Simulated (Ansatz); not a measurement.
Geometry optimisation in Ansatz: input, command and trajectory.

```yaml
crystal:
  lattice:
    - [3.5961, 0.0, 0.0]
    - [0.0, 3.5961, 0.0]
    - [0.0, 0.0, 5.177]
  atoms:
    - { symbol: Zr, position: [0.0, 0.0, 0.0] }
    - { symbol: Zr, position: [0.5, 0.5, 0.5] }
    - { symbol: O, position: [0.0, 0.5, 0.203] }
    - { symbol: O, position: [0.0, 0.5, 0.703] }
    - { symbol: O, position: [0.5, 0.0, 0.297] }
    - { symbol: O, position: [0.5, 0.0, 0.797] }
basis:
  ecutwfc: 420
kpoints:
  mp_grid: { grid: [6, 6, 6] }
hamiltonian:
  xc: pbe
scf:
  occupations: { method: gaussian, width: 0.02 }
output:
  forces: true
  stress: true
  eigenvalues: true
relax:
  adjacent_minimum: "off"
  f_tol: 0.01
  max_steps: 40
```

```bash
ansatz run input.yaml --threads 2 --pin off --max-ram 5120MiB --backend cpu --events-out ev --progress --plain --runs-dir out
```

Computed with Ansatz, DFT PBE, scalar-relativistic, plane waves, PAW.

Of 3 frames 3 are shown, positions in Å and forces in eV/Å; the SCF threshold varies from step to step.

```xyz
6
Lattice="3.5961 0.0000 0.0000 0.0000 3.5961 0.0000 0.0000 0.0000 5.1770" Properties=species:S:1:pos:R:3:forces:R:3 pbc="T T T" step=1 free_energy_over_end_meV_per_atom=0.13
Zr    0.0000    0.0000    0.0000    0.0000    0.0000    0.0000
Zr    1.7980    1.7980    2.5885    0.0000    0.0000    0.0000
O     0.0000    1.7980    1.0509    0.0000    0.0000   -0.0407
O     0.0000    1.7980    3.6394    0.0000    0.0000   -0.0407
O     1.7980    0.0000    1.5376    0.0000    0.0000    0.0407
O     1.7980    0.0000    4.1261    0.0000    0.0000    0.0407
6
Lattice="3.5961 0.0000 0.0000 0.0000 3.5961 0.0000 0.0000 0.0000 5.1770" Properties=species:S:1:pos:R:3:forces:R:3 pbc="T T T" step=2 free_energy_over_end_meV_per_atom=0.06
Zr    0.0000    0.0000    0.0000    0.0000    0.0000    0.0000
Zr    1.7980    1.7980    2.5885    0.0000    0.0000    0.0000
O     0.0000    1.7980    1.0481    0.0000    0.0000   -0.0284
O     0.0000    1.7980    3.6366    0.0000    0.0000   -0.0284
O     1.7980    0.0000    1.5404    0.0000    0.0000    0.0284
O     1.7980    0.0000    4.1289    0.0000    0.0000    0.0284
6
Lattice="3.5961 0.0000 0.0000 0.0000 3.5961 0.0000 0.0000 0.0000 5.1770" Properties=species:S:1:pos:R:3:forces:R:3 pbc="T T T" step=3 free_energy_over_end_meV_per_atom=0.00
Zr    0.0000    0.0000    0.0000    0.0000    0.0000    0.0000
Zr    1.7980    1.7980    2.5885    0.0000    0.0000    0.0000
O     0.0000    1.7980    1.0416    0.0000    0.0000    0.0008
O     0.0000    1.7980    3.6301    0.0000    0.0000    0.0008
O     1.7980    0.0000    1.5469    0.0000    0.0000   -0.0008
O     1.7980    0.0000    4.1354    0.0000    0.0000   -0.0008
```

The run took 7 s on 2 threads of Arm Neoverse V1 (shared host), peak memory 0.38 GiB.